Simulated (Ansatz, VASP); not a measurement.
## GaHN (armchair GaN ribbon N=4 H edges): VASP beside Ansatz

Aim: how closely do two programs agree when they are given the same cell, functional and k mesh? Of the first pair: The structure shown is the start of the Ansatz relaxation below; VASP solves that cell, so the two are compared at the walk's first step.

Calculated with Ansatz 0.2.0; plane waves, with VASP 6.6.1 beside it; single point at PBE.

## 1. Starting point

The cell holds 12 atoms: 4 Ga, 4 N and 4 H. Its edges and angles: a = 14.456 Å, b = 7.000 Å, c = 5.550 Å, α = 90.0°, β = 90.0°, γ = 90.0°. Vacuum lies along a and b. The structure's axis is c.

Coordinates:

```xyz
12
Lattice="14.4560 0.0000 0.0000 0.0000 7.0000 0.0000 0.0000 0.0000 5.5500" Properties=species:S:1:pos:R:3
Ga    4.8250    3.5000    0.0000
Ga    8.0293    3.5000    0.0000
Ga    6.4272    3.5000    2.7750
Ga    9.6315    3.5000    2.7750
N     4.8250    3.5000    1.8500
N     8.0293    3.5000    1.8500
N     6.4272    3.5000    4.6250
N     9.6315    3.5000    4.6250
H    10.9565    3.5000    2.0100
H     3.9417    3.5000    2.3600
H     3.5000    3.5000    4.7850
H    10.5148    3.5000    5.1350
```

## 2. Ansatz: relaxation, PBE

Ansatz runs on its default PAW (the set named soft_2) files.

The two programs are compared at the cell with which this relaxation starts, whose forces are those of its first step.

input.yaml

```yaml
crystal:
  lattice:
    - [14.456, 0.0, 0.0]
    - [0.0, 7.0, 0.0]
    - [0.0, 0.0, 5.55]
  atoms:
    - { symbol: Ga, position: [0.33377275, 0.5, 0.0] }
    - { symbol: Ga, position: [0.555431161, 0.5, 0.0] }
    - { symbol: "N", position: [0.33377275, 0.5, 0.333333333] }
    - { symbol: "N", position: [0.555431161, 0.5, 0.333333333] }
    - { symbol: H, position: [0.757919115, 0.5, 0.362162162] }
    - { symbol: H, position: [0.272666917, 0.5, 0.425225225] }
    - { symbol: Ga, position: [0.444601955, 0.5, 0.5] }
    - { symbol: Ga, position: [0.666260367, 0.5, 0.5] }
    - { symbol: "N", position: [0.444601955, 0.5, 0.833333333] }
    - { symbol: "N", position: [0.666260367, 0.5, 0.833333333] }
    - { symbol: H, position: [0.242114001, 0.5, 0.862162162] }
    - { symbol: H, position: [0.727366199, 0.5, 0.925225225] }
kpoints:
  mp_grid: { grid: [1, 1, 15] }
scf:
  occupations: { method: fermi_dirac, width: 0.05 }
hamiltonian:
  xc: pbe
relax:
  cell: { fix: [a, b, alpha, beta, gamma] }
  max_steps: 45
  f_tol: 0.03
```

On the command line:

```console
> ansatz run input.yaml --threads 8 --pin off --max-ram 16384MiB --backend cpu --events-out ev --progress --plain --runs-dir out
```

Numbers of over 12 decimals in the logs are rounded to 6 here.

Log:

```text
Engine: ansatz 0.2.0, x86_64-unknown-linux-gnu
Pseudopotentials: kind: paw
Pseudopotential: Ga, paw, valence charge 13, recommended cutoff 420 eV (normal), Ga.paw.azcp
Pseudopotential: N, paw, valence charge 5, recommended cutoff 420 eV (normal), N.paw.azcp
Pseudopotential: H, paw, valence charge 1, recommended cutoff 420 eV (normal), H.paw.azcp
Functional definition: PBE
  parameter kappa = 0.804
  parameter beta = 0.066725
  exchange = pbe_x(kappa = kappa, mu = beta*pi^2/3)
  correlation = pbe_c(beta = beta)
Crystal: 12 atoms, lattice volume = 561.616 Å³
Basis set: ecut = 420 eV, 10985 PW (Γ), exchange–correlation on 200×96×80 points (8 copies of the dense FFT grid, shifted against one another)
Bands: 50, of which v1, the nominal top of the filled ones, is band 38 counted from 1 (37 counted from 0)
Symmetry: 4 space group operations
Space group: Pmc21 (ITA 26), of the structure as read, at distance tolerance 8.3e-5 Å
k-points: 8 of 15 (time reversal used)
Non-local potential: Ga, projectors of the file, l = 0: 2, l = 1: 2, l = 2: 3, l = 3: 1
Non-local potential: N, projectors of the file, l = 0: 2, l = 1: 2, l = 2: 1
Non-local potential: H, projectors of the file, l = 0: 2, l = 1: 1
PAW form: soft (Blöchl's): semilocal exchange-correlation on the pseudo side does not see the compensation charge
PAW one-centre angular grid: Ga, 590 points (default); XC on 64 Gauss nodes
PAW one-centre angular grid: N, 110 points (default); XC on 64 Gauss nodes
PAW one-centre angular grid: H, 110 points (default); XC on 64 Gauss nodes
Initial density: superposition of atomic densities (neutral atoms: chi_scale 0, normalization atom), corrected by the library's trained network
Initial wavefunctions: pseudopotential atomic-orbital guess
Functional: x = pbe(κ = 0.804, μ = 0.219515), c = pbe(β = 0.066725)
SCF iter   1: F=—  HF=-16732.052448 eV  |F-HF|=—  |Δ(HF+E_count)|=         —  Δρ=1.92e-3  dr2=1.43e-2  ethr=1.77e-3  ⟨swp⟩=7.6  Hψ=1879  notcnv=0  defer=1
preconditioner: auto → Resta (q_TF=auto, 1.955 Å⁻¹)  ε∞=1.8  [insulator: Δε(μ)=3.186 eV  Ē_g=14.820 eV  σ=0.050 eV  W_gap=1.00  n_scr=70 (ndim 8)  ℏωp=13.7 eV  f_vac=0.673  D(μ)=0.00/eV (n_scr^D=0)  ε∞_Penn≈1.8  vacuum switching on, ρ_ref=1.6e-2 e/Å³]
SCF iter   2: F=—  HF=-16732.061019 eV  |F-HF|=—  |Δ(HF+E_count)|=   8.57e-3  Δρ=8.74e-4  dr2=3.92e-3  ethr=1.88e-5  ⟨swp⟩=2.0  Hψ=634  notcnv=0  defer=42
SCF iter   3: F=—  HF=-16732.063993 eV  |F-HF|=—  |Δ(HF+E_count)|=   2.97e-3  Δρ=5.29e-4  dr2=1.35e-3  ethr=5.16e-6  ⟨swp⟩=2.0  Hψ=668  notcnv=0  defer=42
SCF iter   4: F=—  HF=-16732.064509 eV  |F-HF|=—  |Δ(HF+E_count)|=   5.16e-4  Δρ=1.27e-4  dr2=9.77e-5  ethr=1.77e-6  ⟨swp⟩=2.6  Hψ=715  notcnv=0  defer=42
SCF iter   5: F=—  HF=-16732.064365 eV  |F-HF|=—  |Δ(HF+E_count)|=   1.44e-4  Δρ=4.87e-5  dr2=1.38e-5  ethr=1.29e-7  ⟨swp⟩=2.0  Hψ=691  notcnv=0  defer=42
SCF iter   6: F=—  HF=-16732.064368 eV  |F-HF|=—  |Δ(HF+E_count)|=   3.23e-6  Δρ=1.73e-5  dr2=1.37e-6  ethr=1.82e-8  ⟨swp⟩=2.0  Hψ=470  notcnv=0  defer=42
SCF iter   7: F=—  HF=-16732.064369 eV  |F-HF|=—  |Δ(HF+E_count)|=   1.18e-6  Δρ=6.16e-6  dr2=1.74e-7  ethr=1.80e-9  ⟨swp⟩=2.0  Hψ=658  notcnv=0  defer=42
SCF iter   8: F=-16732.064369 eV  HF=-16732.064369 eV  |F-HF|=2.20e-8  |Δ(HF+E_count)|=   1.77e-7  Δρ=1.43e-6  dr2=7.86e-9  ethr=1.32e-10  ⟨swp⟩=5.0  Hψ=1368  notcnv=0
SCF 1 converged in 8 iterations: F = -16732.064369 eV  dr2 = 7.86e-9
  greatest PAW one-centre occupation: 0.996 electrons in one spin orbital (limit 2), on the Ga atom at site 7 (counted from 0), in its partial waves of l = 2
relax step   1: F+E_penalty+E_count = -16732.06436924 eV  Δ(F+E_penalty+E_count) = +0.000e0 eV  max|allowed force component| = 5.161e-1 eV/Å  Δτ_max = 0.0000 Å  P = +0.062 GPa  Ω = 561.616 Å³  fix = [a, b, alpha, beta, gamma]  reactions: a +0.008, b +0.154 GPa  (8 SCF iters, dr2 threshold 1.00e-7 eV, accepted)
[...]
relax step   3: F+E_penalty+E_count = -16732.15684013 eV  Δ(F+E_penalty+E_count) = -1.126e-2 eV  max|allowed force component| = 6.906e-2 eV/Å  Δτ_max = 0.0326 Å  P = +0.041 GPa  Ω = 564.362 Å³  energy of the carried Pulay correction = -1.581e-3 eV  fix = [a, b, alpha, beta, gamma]  reactions: a +0.023, b +0.151 GPa  (6 SCF iters, dr2 threshold 1.20e-6 eV, accepted)
[...]
relax step   4: F+E_penalty+E_count = -16732.15742196 eV  Δ(F+E_penalty+E_count) = -5.818e-4 eV  max|allowed force component| = 2.444e-2 eV/Å  Δτ_max = 0.0107 Å  P = +0.051 GPa  Ω = 564.601 Å³  energy of the carried Pulay correction = -1.718e-3 eV  fix = [a, b, alpha, beta, gamma]  reactions: a +0.007, b +0.151 GPa  (6 SCF iters, dr2 threshold 2.98e-7 eV, accepted)
[...]
relax step   5: F+E_penalty+E_count = -16732.15898630 eV  Δ(F+E_penalty+E_count) = -1.564e-3 eV  max|allowed force component| = 2.423e-2 eV/Å  Δτ_max = 0.0000 Å  P = +0.054 GPa  Ω = 564.601 Å³  fix = [a, b, alpha, beta, gamma]  reactions: a +0.004, b +0.161 GPa  stress off target by 1.86e-3 GPa on what of the cell is left free  SCF on the basis re-selected at this cell (its energy is not comparable with the rows above)  (7 SCF iters)
basis re-selected at this cell: Δ(F+E_penalty+E_count) = -1.564e-3 eV, ΔP = +0.004 GPa vs the last step (what re-selecting the basis moved, of the pressure what is left beyond the Pulay correction that the steps carried, after the strain that the cell walked since its last selection, with what the two solves' SCF thresholds leave and, on support functions, any second-order correction that the steps lacked; it is no m [...]
SCF converged after 7 iterations
Free energy (F): -16732.158986 eV
Harris-Foulkes:  -16732.158986 eV  (|F-HF|=1.46e-11)
Internal energy: -16732.158986 eV  (E = F + TS)
E sigma→0 (E₀):  -16732.158986 eV
Fermi energy:    -1.296777 eV
--- Per-component energies (eV) ---
  E_band       = -936.962290
  E_kinetic    = 1033.717305
  E_local      = -25355.594802  (includes V_loc(G=0)·N_el)
  E_nonlocal   = 1894.605271
  E_hartree    = 11899.299503
  E_xc         = -546.089799
  E_vxc        = -574.903149  (∫ρ·V_xc dr)
  E_paw        = -8472.766194  (= ΣΔE_a)
  E_vpaw       = -1733.380051  (= ΣTr[D̂ρ^β])
  E_aug_tail   = -0.005209  (compensation charges beyond the density's cutoff)
  E_ewald      = 2814.674939
  E_smearing   = -0.000000  (= −TS)
  E_closure    = 0.000000  (closes the sum)
  Σ components = -16732.158986   (vs F -16732.158986, Δ=0.00e0)
--- Forces (eV/Å), atoms counted from 1 ---
  atom   1  Ga    -0.00184561     0.00000000    -0.00397371
  atom   2  Ga    -0.00343373     0.00000000     0.02422826
  atom   3  N     -0.00248051     0.00000000    -0.00750218
  atom   4  N      0.01070487     0.00000000    -0.02308121
  atom   5  H     -0.00448374     0.00000000     0.00589012
  atom   6  H     -0.00327933     0.00000000     0.00443829
  atom   7  Ga     0.00343373     0.00000000     0.02422826
  atom   8  Ga     0.00184561     0.00000000    -0.00397371
  atom   9  N     -0.01070487     0.00000000    -0.02308121
  atom  10  N      0.00248051     0.00000000    -0.00750218
  atom  11  H      0.00448374     0.00000000     0.00589012
  atom  12  H      0.00327933     0.00000000     0.00443829
  max |Σ_I F_I| component: 8.58e-7 eV/Å
--- Stress (GPa, compression-positive) ---
        0.004153       0.000000       0.000000
        0.000000       0.161132       0.000000
        0.000000       0.000000      -0.001863
  P = ⅓ Tr σ = 0.0545 GPa (0.545 kbar)
--- Relaxed structure (4 steps of the walk, 4 accepted, 1 SCFs on fresh bases) ---
  F+E_penalty+E_count = -16732.15898630 eV   max|allowed force component| = 2.423e-2 eV/Å   (the final SCF, on the basis selected at the relaxed cell)
  cell:  # Å, volume = 564.6010 Å³
    - [14.456, 0.0, 0.0]
    - [0.0, 7.0, 0.0]
    - [0.0, 0.0, 5.579502]
  atoms:
    - { symbol: Ga, position: [0.331254, 0.5, -0.00133099] }
    - { symbol: Ga, position: [0.554163, 0.5, 0.0066934] }
    - { symbol: N, position: [0.338947, 0.5, 0.326801] }
    - { symbol: N, position: [0.556651, 0.5, 0.338853] }
    - { symbol: H, position: [0.762932, 0.5, 0.363446] }
    - { symbol: H, position: [0.278277, 0.5, 0.419592] }
    - { symbol: Ga, position: [0.445870, 0.5, 0.506693] }
    - { symbol: Ga, position: [0.668779, 0.5, 0.498669] }
    - { symbol: N, position: [0.443382, 0.5, 0.838853] }
    - { symbol: N, position: [0.661086, 0.5, 0.826801] }
    - { symbol: H, position: [0.237102, 0.5, 0.863446] }
    - { symbol: H, position: [0.721757, 0.5, 0.919592] }
```

Reading the cycles: dr2 is the Hartree energy of the density residual (eV), the measure of convergence; HF is the Harris–Foulkes estimate of the energy, which meets the free energy F at convergence.

## 3. VASP: single point, PBE, start cell, pair 1

The same cell, functional, mesh and smearing now go to VASP, with its own data sets.

Lines of VASP's logs that name or quote its potential files are left out, and so is its time.

INCAR

```
SYSTEM = GaHN
PREC = Accurate
ENCUT = 520
EDIFF = 1E-06
NELM = 120
ISMEAR = -1
SIGMA = 0.05
LREAL = .FALSE.
ALGO = Normal
GGA = PE
NBANDS = 50
LORBIT = 11
LWAVE = .FALSE.
LCHARG = .FALSE.
ISIF = 2
LASPH = .TRUE.
GGA_COMPAT = .FALSE.
EFERMI = MIDGAP
KPAR = 2
```

POSCAR

```
GaHN
1.0
   14.4560000000      0.0000000000      0.0000000000
    0.0000000000      7.0000000000      0.0000000000
    0.0000000000      0.0000000000      5.5500000000
Ga N H
4 4 4
Direct
    0.3337727587      0.5000000000      0.0000000000
    0.5554311704      0.5000000000      0.0000000000
    0.4446019646      0.5000000000      0.5000000000
    0.6662603763      0.5000000000      0.5000000000
    0.3337727587      0.5000000000      0.3333333333
    0.5554311704      0.5000000000      0.3333333333
    0.4446019646      0.5000000000      0.8333333333
    0.6662603763      0.5000000000      0.8333333333
    0.7579191339      0.5000000000      0.3621621622
    0.2726669203      0.5000000000      0.4252252252
    0.2421140011      0.5000000000      0.8621621622
    0.7273662147      0.5000000000      0.9252252252
```

KPOINTS

```
Automatic mesh
0
Gamma
1 1 15
0 0 0
```

The projector-augmented-wave data sets are Ga_d, N and H (PBE family, release 64).

On the command line:

```console
> mpirun -np 2 vasp_std
```

Log:

```text
[banner, memory and clock lines left out]
running    2 mpi-ranks, on    1 nodes
 distrk:  each k-point on    1 cores,    2 groups
 distr:  one band on    1 cores,    1 groups

 POSCAR found type information on POSCAR GaN H
 POSCAR found :  3 types and      12 ions
 LDA part: xc-table for (Slater+PW92), standard interpolation
 POSCAR, INCAR and KPOINTS ok, starting setup
 FFT: planning ... GRIDC
 FFT: planning ... GRID_SOFT
 FFT: planning ... GRID
 WAVECAR not read
 entering main loop
       N       E                     dE             d eps       ncg     rms          rms(c)
DAV:   1     0.618475280615E+03    0.61848E+03   -0.32996E+04   848   0.144E+03
DAV:   2     0.616707743584E+02   -0.55680E+03   -0.53107E+03  1016   0.341E+02
DAV:   3    -0.621496148983E+02   -0.12382E+03   -0.12257E+03  1032   0.156E+02
DAV:   4    -0.718320447198E+02   -0.96824E+01   -0.96219E+01  1112   0.492E+01
DAV:   5    -0.721081301813E+02   -0.27609E+00   -0.27579E+00  1150   0.835E+00    0.187E+01
DAV:   6    -0.592152048060E+02    0.12893E+02   -0.42123E+01  1496   0.580E+01    0.599E+00
DAV:   7    -0.594996879606E+02   -0.28448E+00   -0.71485E+00   918   0.133E+01    0.510E+00
DAV:   8    -0.592529364389E+02    0.24675E+00   -0.17084E+00  1182   0.152E+01    0.175E+00
DAV:   9    -0.591048715239E+02    0.14806E+00   -0.63086E-01  1148   0.974E+00    0.546E-01
DAV:  10    -0.591194765019E+02   -0.14605E-01   -0.10257E-01   890   0.270E+00    0.348E-01
DAV:  11    -0.591233592271E+02   -0.38827E-02   -0.23246E-02   904   0.390E+00    0.200E-01
DAV:  12    -0.591245596825E+02   -0.12005E-02   -0.17372E-02  1112   0.128E+00    0.111E-01
DAV:  13    -0.591257884122E+02   -0.12287E-02   -0.24300E-03   968   0.652E-01    0.549E-02
DAV:  14    -0.591261652155E+02   -0.37680E-03   -0.15060E-03   940   0.244E-01    0.229E-02
[...]
DAV:  18    -0.591276557573E+02   -0.29009E-03   -0.49862E-05   864   0.522E-02    0.583E-03
DAV:  19    -0.591276876965E+02   -0.31939E-04   -0.13497E-05   884   0.243E-02    0.304E-03
DAV:  20    -0.591276977124E+02   -0.10016E-04   -0.45879E-06   816   0.376E-02    0.135E-03
DAV:  21    -0.591277048744E+02   -0.71620E-05   -0.15791E-06   696   0.138E-02    0.693E-04
DAV:  22    -0.591277108432E+02   -0.59688E-05   -0.81612E-07   628   0.139E-02    0.314E-04
DAV:  23    -0.591277121310E+02   -0.12878E-05   -0.20043E-07   656   0.633E-03    0.213E-04
DAV:  24    -0.591277134143E+02   -0.12833E-05   -0.27670E-07   596   0.223E-03    0.178E-04
DAV:  25    -0.591277134479E+02   -0.33646E-07   -0.39649E-08   656   0.290E-03
   1 F= -.59127713E+02 E0= -.59127713E+02  d E =-.161747E-13
```

Parts of OUTCAR (step 3):

```text
ion  position               nearest neighbor table
   1  0.334  0.500  0.000-  11 1.53   5 1.85   7 1.85
   2  0.555  0.500  0.000-   6 1.85   7 1.85   8 1.85
   3  0.445  0.500  0.500-   7 1.85   6 1.85   5 1.85
   4  0.666  0.500  0.500-   9 1.53   8 1.85   6 1.85
   5  0.334  0.500  0.333-  10 1.02   1 1.85   3 1.85
   6  0.555  0.500  0.333-   2 1.85   3 1.85   4 1.85
   7  0.445  0.500  0.833-   3 1.85   2 1.85   1 1.85
   8  0.666  0.500  0.833-  12 1.02   4 1.85   2 1.85
   9  0.758  0.500  0.362-   4 1.53
  10  0.273  0.500  0.425-   5 1.02
  11  0.242  0.500  0.862-   1 1.53
  12  0.727  0.500  0.925-   8 1.02

  LATTYP: Found a simple orthorhombic cell.
 ALAT       =     5.5500000000
 B/A-ratio  =     1.2612612613
 C/A-ratio  =     2.6046846847

 Subroutine GETGRP returns: Found  4 space group operations
 (whereof  2 operations were pure point group operations)

The static configuration has the point symmetry C_1h.
 The point group associated with its full space group is C_2v.

 Found      8 irreducible k-points:

   k-points           NKPTS =      8   k-points in BZ     NKDIM =      8   number of bands    NBANDS=     50

   dimension x,y,z NGX =   108 NGY =   54 NGZ =   42
   dimension x,y,z NGXF=   216 NGYF=  108 NGZF=   84

   ENCUT  =  520.0 eV  38.22 Ry    6.18 a.u.  26.88 13.02 10.32*2*pi/ulx,y,z

   NELECT =      76.0000    total number of electrons

 k-points in reciprocal lattice and weights: Automatic mesh
   0.00000000  0.00000000  0.00000000       0.067
   0.00000000  0.00000000  0.06666667       0.133
   0.00000000  0.00000000  0.13333333       0.133
   0.00000000  0.00000000  0.20000000       0.133
   0.00000000  0.00000000  0.26666667       0.133
   0.00000000  0.00000000  0.33333333       0.133
   0.00000000  0.00000000  0.40000000       0.133
   0.00000000  0.00000000  0.46666667       0.133

 average (electrostatic) potential at core
       1 -72.4278       2 -72.3512       3 -72.3512       4 -72.4278       5 -70.7057
       6 -70.6752       7 -70.6752       8 -70.7057       9 -38.7952      10 -41.3567
      11 -38.7952      12 -41.3567

 E-fermi :  -2.0744

 k-point     1 :       0.0000    0.0000    0.0000
  band No.  band energies     occupation
    ...
     34      -4.6108      2.00000
     35      -4.5856      2.00000
     36      -4.5391      2.00000
     37      -3.7587      2.00000
     38      -3.6894      2.00000
     39      -0.4593      0.00000
     40       0.8634      0.00000
     41       1.0311      0.00000
     42       1.1461      0.00000
     43       1.1802      0.00000
    ...

 k-point     2 :       0.0000    0.0000    0.0667
  band No.  band energies     occupation
    ...
     34      -4.6011      2.00000
     35      -4.6004      2.00000
     36      -4.5560      2.00000
     37      -3.7896      2.00000
     38      -3.6981      2.00000
     39      -0.4395      0.00000
     40       0.8553      0.00000
     41       1.0400      0.00000
     42       1.1654      0.00000
     43       1.1715      0.00000
    ...

 k-point     3 :       0.0000    0.0000    0.1333
  band No.  band energies     occupation
    ...
     34      -4.6456      2.00000
     35      -4.6117      2.00000
     36      -4.5698      2.00000
     37      -3.8786      2.00000
     38      -3.7240      2.00000
     39      -0.3773      0.00000
     40       0.8345      0.00000
     41       1.0604      0.00000
     42       1.1425      0.00000
     43       1.2215      0.00000
    ...

  Total       -0.3024077      0.4475018     -0.2477501      0.0000000      0.0000000      0.0000000
  in kB       -0.8627089      1.2766334     -0.7067817      0.0000000      0.0000000      0.0000000
  external PRESSURE =      -0.0976191 kB  Pullay stress =       0.0000000 kB

  energy-cutoff  :      520.00
  volume of cell :      561.62
      direct lattice vectors                 reciprocal lattice vectors
    14.456000000  0.000000000  0.000000000     0.069175429  0.000000000  0.000000000
     0.000000000  7.000000000  0.000000000     0.000000000  0.142857143  0.000000000
     0.000000000  0.000000000  5.550000000     0.000000000  0.000000000  0.180180180

 POSITION                                       TOTAL-FORCE (eV/Angst)
 -----------------------------------------------------------------------------------
      4.82502      3.50000      0.00000        -0.058750      0.000000      0.337323
      8.02931      3.50000      0.00000         0.331942      0.000000      0.064081
      6.42717      3.50000      2.77500        -0.331942      0.000000      0.064081
      9.63146      3.50000      2.77500         0.058750      0.000000      0.337323
      4.82502      3.50000      1.85000         0.528272      0.000000     -0.426702
      8.02931      3.50000      1.85000        -0.109865      0.000000      0.307804
      6.42717      3.50000      4.62500         0.109865      0.000000      0.307804
      9.63146      3.50000      4.62500        -0.528272      0.000000     -0.426702
     10.95648      3.50000      2.01000         0.349896      0.000000     -0.211030
      3.94167      3.50000      2.36000         0.137193      0.000000     -0.071475
      3.50000      3.50000      4.78500        -0.349896      0.000000     -0.211030
     10.51481      3.50000      5.13500        -0.137193      0.000000     -0.071475
 -----------------------------------------------------------------------------------
    total drift:                               -0.000005     -0.000000      0.000745

  FREE ENERGIE OF THE ION-ELECTRON SYSTEM (eV)
  ---------------------------------------------------
  free  energy   TOTEN  =       -59.1277134479 eV

  energy  without entropy=      -59.1277134479  energy(sigma->0) =      -59.12771345

 total charge
# of ion       s       p       d       tot
------------------------------------------
    1        0.868   0.910  10.098  11.876
    2        0.834   0.908  10.157  11.898
    3        0.834   0.908  10.157  11.898
    4        0.868   0.910  10.098  11.876
    5        1.208   2.603   0.000   3.811
    6        1.218   2.517   0.000   3.735
    7        1.218   2.517   0.000   3.735
    8        1.208   2.603   0.000   3.811
    9        0.547   0.010   0.000   0.558
   10        0.628   0.085   0.000   0.713
   11        0.547   0.010   0.000   0.558
   12        0.628   0.085   0.000   0.713
--------------------------------------------------
tot         10.606  14.067  40.509  65.182

[... 3 further parts left out ...]
```

(Continued in part 2 of 2.)

[Lines on the potential files, build, host, timing and source positions are cut from VASP's logs without a mark.]

[Logs are printed without paths, hosts, clocks, repeated set-up lines and the standing remarks that a program may print on its own settings, such as how far it seeks lower states.]

[Hosts, paths, dates, database ids (printed as entryN), source tags and the programs' standing remarks are cut or masked in the printed files.]
